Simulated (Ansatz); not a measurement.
# MgB2: stiffness from a series of strains

```
CELL_PARAMETERS angstrom
3.08500 0.00000 0.00000
-1.54250 2.67169 0.00000
0.00000 0.00000 3.52300
ATOMIC_POSITIONS crystal
Mg 0.00000 0.00000 0.00000
B 0.33333 0.66667 0.50000
B 0.66667 0.33333 0.50000
```

Atoms are numbered in the order listed.

The cell is COD entry 1000026, as deposited and not checked against the literature; nothing was relaxed.

These are results of Ansatz 0.2.0, DFT, PBE, all-electron LAPW, scalar-relativistic, not measurements.

Sampling and basis: a Γ-centred 12×12×9 k mesh, Fermi–Dirac smearing of 0.05 eV, basis error target 0.5 meV/atom, no spin polarisation.

The strain is applied along the Cartesian axes of the cell as listed (the other components stay zero). Fractional coordinates are held (clamped ions).

σ is the change of stress from the unstrained cell, which is at -1.08 GPa; tension is positive, so slopes are stress–strain coefficients at that pressure. In a metal the k mesh adds noise.

Only quantities that a quadratic follows smoothly over the whole series are listed; rougher ones are left out.

```
    εzz  σzz (GPa)  σxx (GPa)
-0.0300      -8.75      -0.84
-0.0200      -5.71      -0.52
-0.0100      -2.75      -0.27
 0.0000       0.00       0.00
 0.0100       2.54       0.30
 0.0300       7.17       0.89
```

Fit the series and read off the stiffness at zero strain.

Least-squares fits y = p0 + p1 x + p2 x² to the rows give σzz (GPa): p1 = 266, p2 = -870; σxx (GPa): p1 = 28.5, p2 = 19. So C33 = 266 GPa and C13 = 29 GPa, for these axes.

One run, at εzz = 0.0200, is withheld. Predict its row.

The fits give 4.95, 0.59; the run gave 4.91, 0.60.
